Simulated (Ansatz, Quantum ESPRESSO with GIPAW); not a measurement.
# Shieldings and field gradients in SiO2

Aim: the magnetic shielding tensor of every site in SiO2 and the field gradients at its nuclei.

Program: Quantum ESPRESSO with GIPAW 8.0dev (patched build). Level of theory: DFT, PBEsol, plane-wave PAW (pslibrary 1.0.0 recipes), scalar-relativistic, GIPAW; a patched development version of the program. Results are calculated unless marked as measured.

### 1. The structure

Symmetry: P4_2/mcm, No. 132, tetragonal system. The conventional cell has a = 8.234 Å, b = 8.234 Å, c = 5.561 Å, α = 90.00°, β = 90.00°, γ = 90.00°. Si has 4 O at 1.63 to 1.66 Å nearest. Nearest to O lie 2 Si at 1.63 Å. Nearest to O lie 2 Si at 1.66 Å. Farther neighbours and most contacts between anions are not listed.

The cell is a computed entry of the Materials Project; it need not be the form that is stable at ambient conditions.

This structure had its atoms relaxed beforehand (DFT, PBEsol, plane-wave PAW (pslibrary 1.0.0 recipes), Quantum ESPRESSO with GIPAW), starting from the database entry, since shieldings follow bond lengths closely.

### 2. The SCF step

The shielding is a linear response of the occupied states, which this run provides. It is converged far beyond what an energy needs, since the response uses the wavefunctions themselves. No empty states are asked for: the response is solved without them. The mesh has a spacing of 0.38 Å⁻¹ at most. The PAW files were made with ld1.x from the pslibrary 1.0.0 recipes, with GIPAW reconstruction switched on.

Contents of run_scf.py:

```python
from ase import Atoms
from ase.calculators.espresso import Espresso, EspressoProfile

atoms = Atoms(
    ['Si', 'Si', 'Si', 'Si', 'Si', 'Si', 'Si', 'Si', 'O', 'O', 'O', 'O', 'O', 'O', 'O', 'O', 'O', 'O', 'O', 'O', 'O', 'O', 'O', 'O'],
    cell=[
        [8.23370500, 0.00000000, 0.00000000],
        [0.00000000, 8.23370500, 0.00000000],
        [0.00000000, 0.00000000, 5.56095700],
    ],
    scaled_positions=[
        [0.06844908, 0.68621712, 0.50000000],
        [0.06844908, 0.31378288, 0.00000000],
        [0.31378288, 0.06844908, 0.00000000],
        [0.93155092, 0.31378288, 0.50000000],
        [0.93155092, 0.68621712, 0.00000000],
        [0.68621712, 0.06844908, 0.50000000],
        [0.68621712, 0.93155092, 0.00000000],
        [0.31378288, 0.93155092, 0.50000000],
        [0.00000000, 0.50000000, 0.00000000],
        [0.50000000, 0.00000000, 0.50000000],
        [0.76288051, 0.00000000, 0.25000000],
        [0.50000000, 0.00000000, -0.00000000],
        [-0.00000000, 0.23711949, 0.25000000],
        [0.76288051, -0.00000000, 0.75000000],
        [0.00000000, 0.50000000, 0.50000000],
        [0.00000000, 0.76288051, 0.25000000],
        [-0.00000000, 0.76288051, 0.75000000],
        [0.00000000, 0.23711949, 0.75000000],
        [0.23711949, -0.00000000, 0.75000000],
        [0.26456874, 0.26456874, -0.00000000],
        [0.73543126, 0.26456874, 0.50000000],
        [0.23711949, 0.00000000, 0.25000000],
        [0.73543126, 0.73543126, 0.00000000],
        [0.26456874, 0.73543126, 0.50000000],
    ],
    pbc=True,
)
atoms.calc = Espresso(
    profile=EspressoProfile(command='mpirun -np 4 pw.x -nk 4', pseudo_dir='./'),
    pseudopotentials={
        'Si': 'Si.pbesol-n-kjpaw_psl.1.0.0-gipaw.UPF',
        'O': 'O.pbesol-n-kjpaw_psl.1.0.0-gipaw.UPF',
    },
    input_data={
        'control': {'calculation': 'scf', 'prefix': 'x', 'outdir': './tmp/'},
        'system': {'ecutwfc': 55, 'ecutrho': 330, 'nbnd': 64},
        'electrons': {'conv_thr': 1.0e-10, 'mixing_beta': 0.7, 'electron_maxstep': 100},
    },
    kpts=(3, 3, 3),
    koffset=(1, 1, 1),
)
print('energy', atoms.get_potential_energy(), 'eV')
```

ASE writes espresso.pwi from it and starts pw.x, whose log goes to espresso.pwo.

The run is started by

```bash
$ python run_scf.py
```

Output:

```text
Warning: card &CELL ignored
Warning: card &FCP ignored
Warning: card &RISM ignored

     using ibrav=0 with symmetry is DISCOURAGED, use correct ibrav instead

     bravais-lattice index     =            0
     lattice parameter (alat)  =      15.5594  a.u.
     unit-cell volume          =    2544.1150 (a.u.)^3
     number of atoms/cell      =           24
     number of atomic types    =            2
     number of electrons       =       128.00
     number of Kohn-Sham states=           64
     kinetic-energy cutoff     =      55.0000  Ry
     charge density cutoff     =     330.0000  Ry
     scf convergence threshold =      1.0E-10
     mixing beta               =       0.7000
     number of iterations used =            8  plain     mixing
     Exchange-correlation= SLA-PW-PSX-PSC
                           (   1   4  10   8   0   0   0)
[...]
Si                4.00    28.08500     Si( 1.00)
     O                 6.00    15.99900     O ( 1.00)

     16 Sym. Ops., with inversion, found ( 8 have fractional translation)
[...]
number of k points=     6
[...]
Dense  grid:   257473 G-vectors     FFT dimensions: (  90,  90,  64)

     Smooth grid:   140205 G-vectors     FFT dimensions: (  75,  75,  50)

     Check: negative core charge=   -0.000003

     Initial potential from superposition of free atoms

     starting charge     127.9957, renormalised to     128.0000
     Starting wfcs are   96 randomized atomic wfcs

     Self-consistent Calculation

     iteration #  1     ecut=    55.00 Ry     beta= 0.70
     Davidson diagonalization with overlap
     ethr =  1.00E-02,  avg # of iterations =  2.0

     total energy              =   -1020.48376326 Ry
     estimated scf accuracy    <       7.69033847 Ry

     iteration #  2     ecut=    55.00 Ry     beta= 0.70
     Davidson diagonalization with overlap
     ethr =  6.01E-03,  avg # of iterations =  6.8

     total energy              =   -1025.37734754 Ry
     estimated scf accuracy    <       3.10186597 Ry

     iteration #  3     ecut=    55.00 Ry     beta= 0.70
     Davidson diagonalization with overlap
     ethr =  2.42E-03,  avg # of iterations =  2.5

     total energy              =   -1025.20543686 Ry
     estimated scf accuracy    <       0.94237051 Ry

[...]
negative rho (up, down):  3.003E-08 0.000E+00

[...]
total energy              =   -1026.06027624 Ry
[...]
iteration # 32     ecut=    55.00 Ry     beta= 0.70
     Davidson diagonalization with overlap
     ethr =  1.17E-13,  avg # of iterations =  6.0

     total energy              =   -1026.06027624 Ry
     estimated scf accuracy    <          6.7E-10 Ry

     iteration # 33     ecut=    55.00 Ry     beta= 0.70
     Davidson diagonalization with overlap
     ethr =  1.17E-13,  avg # of iterations =  9.7

     End of self-consistent calculation
     [one-electron energies left out]

!    total energy              =   -1026.06027624 Ry
     total all-electron energy =     -7034.914228 Ry
     estimated scf accuracy    <          4.1E-11 Ry

     The total energy is the sum of the following terms:
     one-electron contribution =    -563.32555801 Ry
     hartree contribution      =     345.03075657 Ry
     xc contribution           =    -169.26156771 Ry
     ewald contribution        =    -215.37436249 Ry
     one-center paw contrib.   =    -423.12954460 Ry

     convergence has been achieved in  33 iterations
[...]
JOB DONE.
```

Run time: 5.8 min. Hardware: 4 MPI ranks of Arm Neoverse V2, shared host; peak memory 2.1 GiB.

It converged in 33 cycles to an estimated accuracy of 4e-11 Ry, on 6 irreducible k-points.

### 3. Shieldings

A uniform field breaks periodicity, so gipaw.x applies it as a wave of small q and takes the limit. It solves for the first-order states, builds the induced current and gets the field at each nucleus by Biot–Savart; the PAW spheres add what the smooth waves miss near the nuclei. pawproj makes the reconstruction use the PAW data sets' own projectors.

Contents of nmr.in:

```
&inputgipaw
  job = 'nmr'
  prefix = 'x'
  tmp_dir = './tmp/'
  restart_mode = 'from_scratch'
  verbosity = 'low'
  q_gipaw = 0.01
  spline_ps = .true.
  conv_threshold = 1.0d-11
  use_nmr_macroscopic_shape = .false.
  pawproj(1) = .true.
  pawproj(2) = .true.
/
```

The run is started by

```bash
$ mpirun -np 4 gipaw.x -in nmr.in > nmr.out
```

Output:

```text
[banner, memory and clock lines left out]
[a note of our patched build left out]

     Parallelizing q-star over 1 images

     IMPORTANT: XC functional enforced from input :
     Exchange-correlation= PBESOL
                           (   1   4  10   8   0   0   0)
     Any further DFT definition will be discarded
     Please, verify this is what you really want

     Check: negative core charge=   -0.000003
[...]
alpha_pv=     38.8918 eV

     spline_ps is .false., expect some extrapolation errors

     q-space interpolation up to    66.00 Rydberg

     GIPAW job: nmr
     NMR macroscopic correction: no
[...]
Computing the magnetic susceptibility     isolve=0    ethr=  0.1000E-10
     Starting from scratch
     k-point #    1 of     6      pool #  1    cpu time:       1.7
[...]
End of magnetic susceptibility calculation

     f-sum rule (1st term):
          -120.6360          0.0000          0.0000
             0.0000       -120.6360          0.0000
             0.0000          0.0000       -120.6107

     f-sum rule (2nd term):
            -2.7689          0.0000          0.0000
             0.0000         -2.7689          0.0000
             0.0000          0.0000         -2.7490

     f-sum rule (should be  -123.3985):
          -123.4050          0.0000          0.0000
             0.0000       -123.4050          0.0000
             0.0000          0.0000       -123.3597

[... susceptibilities left out ...]
     Contributions to the NMR chemical shifts: -------------------------------

     Macroscopic shape contribution in ppm:                    0.00
             0.0000          0.0000          0.0000
             0.0000          0.0000          0.0000
             0.0000          0.0000          0.0000

     Core contribution in ppm:

     Atom  1  Si  pos: (  0.068449  0.686217  0.337695)  core sigma:         836.91
     Atom  2  Si  pos: (  0.068449  0.313783  0.000000)  core sigma:         836.91
     Atom  3  Si  pos: (  0.313783  0.068449  0.000000)  core sigma:         836.91
     Atom  4  Si  pos: (  0.931551  0.313783  0.337695)  core sigma:         836.91
     Atom  5  Si  pos: (  0.931551  0.686217  0.000000)  core sigma:         836.91
     Atom  6  Si  pos: (  0.686217  0.068449  0.337695)  core sigma:         836.91
     Atom  7  Si  pos: (  0.686217  0.931551  0.000000)  core sigma:         836.91
     Atom  8  Si  pos: (  0.313783  0.931551  0.337695)  core sigma:         836.91
     Atom  9  O   pos: (  0.000000  0.500000  0.000000)  core sigma:         270.50
     Atom 10  O   pos: (  0.500000  0.000000  0.337695)  core sigma:         270.50
     Atom 11  O   pos: (  0.762881  0.000000  0.168847)  core sigma:         270.50
     Atom 12  O   pos: (  0.500000  0.000000  0.000000)  core sigma:         270.50
     Atom 13  O   pos: (  0.000000  0.237119  0.168847)  core sigma:         270.50
     Atom 14  O   pos: (  0.762881  0.000000  0.506542)  core sigma:         270.50
     Atom 15  O   pos: (  0.000000  0.500000  0.337695)  core sigma:         270.50
     Atom 16  O   pos: (  0.000000  0.762881  0.168847)  core sigma:         270.50
     Atom 17  O   pos: (  0.000000  0.762881  0.506542)  core sigma:         270.50
     Atom 18  O   pos: (  0.000000  0.237119  0.506542)  core sigma:         270.50
[...]
Atom 23  O   pos: (  0.735431  0.735431  0.000000)  core sigma:         270.50
     Atom 24  O   pos: (  0.264569  0.735431  0.337695)  core sigma:         270.50

     Bare contribution in ppm:

     Atom  1  Si  pos: (  0.068449  0.686217  0.337695)  bare sigma:         -25.95
[...]
Atom  2  Si  pos: (  0.068449  0.313783  0.000000)  bare sigma:         -25.95
[...]
Atom  3  Si  pos: (  0.313783  0.068449  0.000000)  bare sigma:         -25.95
[...]
Atom  4  Si  pos: (  0.931551  0.313783  0.337695)  bare sigma:         -25.95
[...]
Atom  5  Si  pos: (  0.931551  0.686217  0.000000)  bare sigma:         -25.95
[...]
Atom  6  Si  pos: (  0.686217  0.068449  0.337695)  bare sigma:         -25.95
[...]
Atom  7  Si  pos: (  0.686217  0.931551  0.000000)  bare sigma:         -25.95
[...]
Atom  8  Si  pos: (  0.313783  0.931551  0.337695)  bare sigma:         -25.95
[...]
Atom  9  O   pos: (  0.000000  0.500000  0.000000)  bare sigma:          53.26
[...]
Atom 10  O   pos: (  0.500000  0.000000  0.337695)  bare sigma:          53.26
[...]
Atom 11  O   pos: (  0.762881  0.000000  0.168847)  bare sigma:          50.85
[...]
Atom 12  O   pos: (  0.500000  0.000000  0.000000)  bare sigma:          53.26
[...]
Atom 13  O   pos: (  0.000000  0.237119  0.168847)  bare sigma:          50.85
[...]
Atom 14  O   pos: (  0.762881  0.000000  0.506542)  bare sigma:          50.85
[...]
Atom 15  O   pos: (  0.000000  0.500000  0.337695)  bare sigma:          53.26
[...]
Atom 16  O   pos: (  0.000000  0.762881  0.168847)  bare sigma:          50.85
[...]
Atom 17  O   pos: (  0.000000  0.762881  0.506542)  para_oo sigma:          -2.31
[...]
Atom 18  O   pos: (  0.000000  0.237119  0.506542)  para_oo sigma:          -2.31
[...]
Atom 23  O   pos: (  0.735431  0.735431  0.000000)  para_oo sigma:          -2.14
[...]
Atom 24  O   pos: (  0.264569  0.735431  0.337695)  para_oo sigma:          -2.14
[...]
Paramagnetic US L_R Q_R contribution in ppm:

     Atom  1  Si  pos: (  0.068449  0.686217  0.337695)  para_lq sigma:           1.60
[...]
Atom  2  Si  pos: (  0.068449  0.313783  0.000000)  para_lq sigma:           1.60
[...]
Atom  3  Si  pos: (  0.313783  0.068449  0.000000)  para_lq sigma:           1.60
[...]
Atom  4  Si  pos: (  0.931551  0.313783  0.337695)  para_lq sigma:           1.60
[...]
Atom  5  Si  pos: (  0.931551  0.686217  0.000000)  para_lq sigma:           1.60
[...]
Atom  6  Si  pos: (  0.686217  0.068449  0.337695)  para_lq sigma:           1.60
[...]
Atom  7  Si  pos: (  0.686217  0.931551  0.000000)  para_lq sigma:           1.60
[...]
Atom  8  Si  pos: (  0.313783  0.931551  0.337695)  para_lq sigma:           1.60
[...]
Atom  9  O   pos: (  0.000000  0.500000  0.000000)  para_lq sigma:        -206.24
[...]
Atom 10  O   pos: (  0.500000  0.000000  0.337695)  para_lq sigma:        -206.24
[...]
Atom 11  O   pos: (  0.762881  0.000000  0.168847)  para_lq sigma:        -204.77
[...]
Atom 12  O   pos: (  0.500000  0.000000  0.000000)  para_lq sigma:        -206.24
[...]
Atom 13  O   pos: (  0.000000  0.237119  0.168847)  para_lq sigma:        -204.77
[...]
Atom 14  O   pos: (  0.762881  0.000000  0.506542)  para_lq sigma:        -204.77
[...]
Atom 15  O   pos: (  0.000000  0.500000  0.337695)  para_lq sigma:        -206.24
[...]
Atom 16  O   pos: (  0.000000  0.762881  0.168847)  para_lq sigma:        -204.77
[...]
Atom 17  O   pos: (  0.000000  0.762881  0.506542)  para_lq sigma:        -204.77
[...]
Atom 18  O   pos: (  0.000000  0.237119  0.506542)  para_lq sigma:        -204.77
[...]
Atom 23  O   pos: (  0.735431  0.735431  0.000000)  para_lq sigma:        -206.85
[...]
Atom 24  O   pos: (  0.264569  0.735431  0.337695)  para_lq sigma:        -206.85
[...]
Total NMR chemical shifts in ppm: ---------------------------------------
     (adopting the Simpson convention for anisotropy and asymmetry)-----------

     Atom  1  Si  pos: (  0.068449  0.686217  0.337695)  Total sigma:         425.47
           431.5316        -10.1907          0.0000
             5.3309        414.3131         -0.0000
             0.0000         -0.0000        430.5527

     Si      1    anisotropy:    -17.23    eta:    0.1145
[...]
Atom  2  Si  pos: (  0.068449  0.313783  0.000000)  Total sigma:         425.47
[... its tensor is left out ...]
     Atom  3  Si  pos: (  0.313783  0.068449  0.000000)  Total sigma:         425.47
[... its tensor is left out ...]
     Atom  4  Si  pos: (  0.931551  0.313783  0.337695)  Total sigma:         425.47
[... its tensor is left out ...]
     Atom  5  Si  pos: (  0.931551  0.686217  0.000000)  Total sigma:         425.47
[... its tensor is left out ...]
     Atom  6  Si  pos: (  0.686217  0.068449  0.337695)  Total sigma:         425.47
[... its tensor is left out ...]
     Atom  7  Si  pos: (  0.686217  0.931551  0.000000)  Total sigma:         425.47
[... its tensor is left out ...]
     Atom  8  Si  pos: (  0.313783  0.931551  0.337695)  Total sigma:         425.47
[... its tensor is left out ...]
     Atom  9  O   pos: (  0.000000  0.500000  0.000000)  Total sigma:         184.90
           164.9525         -6.6855         -0.0000
           -27.7974        230.1275         -0.0000
            -0.0000         -0.0000        159.6129

     O       9    anisotropy:     74.26    eta:    0.0214
[...]
Atom 10  O   pos: (  0.500000  0.000000  0.337695)  Total sigma:         184.90
[... its tensor is left out ...]
     Atom 11  O   pos: (  0.762881  0.000000  0.168847)  Total sigma:         175.93
           170.1274         -0.0000         -0.0000
            -0.0000        176.3776         40.3810
            -0.0000         34.7334        181.2843

     O      11    anisotropy:     60.81    eta:    0.7137
[...]
Atom 12  O   pos: (  0.500000  0.000000  0.000000)  Total sigma:         184.90
[... its tensor is left out ...]
     Atom 13  O   pos: (  0.000000  0.237119  0.168847)  Total sigma:         175.93
[... its tensor is left out ...]
     Atom 14  O   pos: (  0.762881  0.000000  0.506542)  Total sigma:         175.93
[... its tensor is left out ...]
     Atom 15  O   pos: (  0.000000  0.500000  0.337695)  Total sigma:         184.90
[... its tensor is left out ...]
     Atom 16  O   pos: (  0.000000  0.762881  0.168847)  Total sigma:         175.93
[... its tensor is left out ...]
     Atom 17  O   pos: (  0.000000  0.762881  0.506542)  Total sigma:         175.93
[... its tensor is left out ...]
     Atom 18  O   pos: (  0.000000  0.237119  0.506542)  Total sigma:         175.93
[... its tensor is left out ...]
     Atom 19  O   pos: (  0.237119  0.000000  0.506542)  Total sigma:         175.93
[... its tensor is left out ...]
     Atom 20  O   pos: (  0.264569  0.264569  0.000000)  Total sigma:         181.76
           194.1332          4.5814         -0.0000
             4.5814        194.1332          0.0000
             0.0000         -0.0000        157.0236

     O      20    anisotropy:    -37.11    eta:    0.3704
[...]
Atom 21  O   pos: (  0.735431  0.264569  0.337695)  Total sigma:         181.76
[... its tensor is left out ...]
     Atom 22  O   pos: (  0.237119  0.000000  0.168847)  Total sigma:         175.93
[... its tensor is left out ...]
     Atom 23  O   pos: (  0.735431  0.735431  0.000000)  Total sigma:         181.76
[... its tensor is left out ...]
     Atom 24  O   pos: (  0.264569  0.735431  0.337695)  Total sigma:         181.76
[... its tensor is left out ...]
```

Wall time 29 min (4 MPI ranks); peak memory 1.3 GiB; 1.9 h of CPU time.

The f-sum rule is met to 0.039 of 123.4 (0.03 %). Converged shieldings require that this miss be small, but a small miss does not prove them.

From the symmetric part of each tensor, with principal values σ11 ≤ σ22 ≤ σ33: σ_iso is their mean, the span is σ33 − σ11 and the skew 3(σ_iso − σ22)/span. (gipaw.x prints an anisotropy in another convention.)

| site | atom no. | atoms in cell | σ_iso (ppm) | span (ppm) | skew |
| --- | --- | --- | --- | --- | --- |
| Si | 1 | 8 | 425.5 | 17.9 | -0.85 |
| O(1) | 9 | 4 | 184.9 | 74.8 | 0.97 |
| O(2) | 11 | 8 | 175.9 | 75.3 | 0.23 |
| O(3) | 20 | 4 | 181.8 | 41.7 | -0.56 |

The macroscopic shape term is switched off. For a spherical sample the valence susceptibility of this run would add about 6 ppm to every site, a rough estimate, since the susceptibility converges slowly and lacks part of the PAW terms. Differences within the crystal don't depend on it, but shieldings of different compounds can't be compared to better than a few ppm without it.

In this run the largest span is that of O(2) (site symmetry 2), with principal values 141.2, 170.1 and 216.5 ppm.

How the isotropic values are made up (ppm). The core part is that of the free atom's core; bare is the current of the smooth valence states; the last two are what the PAW spheres add to the diamagnetic and the paramagnetic current:

| site | core | bare | reconstruction, dia | reconstruction, para |
| --- | --- | --- | --- | --- |
| Si | 836.9 | -25.9 | 1.8 | -387.3 |
| O(1) | 270.5 | 53.3 | 18.6 | -157.5 |
| O(2) | 270.5 | 50.8 | 18.4 | -163.8 |
| O(3) | 270.5 | 52.7 | 18.1 | -159.5 |

[end of part 1 of 2]

[Banner, clock, file and message-heading lines were taken out of the pw.x and gipaw.x logs.]

[Logs are printed without paths, hosts, clocks, repeated set-up lines and the standing remarks that a program may print on its own settings, such as how far it seeks lower states.]

[Hosts, paths, dates, database ids (printed as entryN), source tags and the programs' standing remarks are cut or masked in the printed files.]

[Where no reference line passes its bar on scatter, no shift is given, so a measured shift of this compound may stand uncompared.]
